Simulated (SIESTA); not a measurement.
Crystal: ZrN.

```
Zr N
1.0
     0.00000    2.30000    2.30000
     2.30000    0.00000    2.30000
     2.30000    2.30000    0.00000
Zr N
1 1
Cartesian
  2.3000 2.3000 2.3000
  0.0000 0.0000 0.0000
```

Program: SIESTA 5.4.2. Alike in all runs: task band structure; no spin polarisation; cell as given; k mesh 10 × 10 × 10; smearing fermi-dirac 0.05 eV; grid cutoff 800 Ry.

Question: Order these runs on this cell by their pressure, lowest first.
A. level AM05; potentials or basis PseudoDojo 0.4 standard (PBEsol files), DZP (energy shift 0.002 Ry); energy shift 0.002 Ry
B. level PBE; potentials or basis SG15 1.2 (PBE files) or PseudoDojo by element, DZP (energy shift 0.002 Ry); energy shift 0.002 Ry
C. level PBE; potentials or basis PseudoDojo 0.4 standard (PBE files), TZP (energy shift 0.01 Ry); energy shift 0.01 Ry

Answer: A (-4.3 GPa), C (-0.5 GPa), B (2.5 GPa).

Caveats: semicore shells carry a single zeta, which can move pressures by several GPa and volumes by a few percent; the basis of atomic orbitals isn't converged, which shifts pressures, moduli and gaps; the potentials were made for another functional, which shifts forces and pressure (some runs).
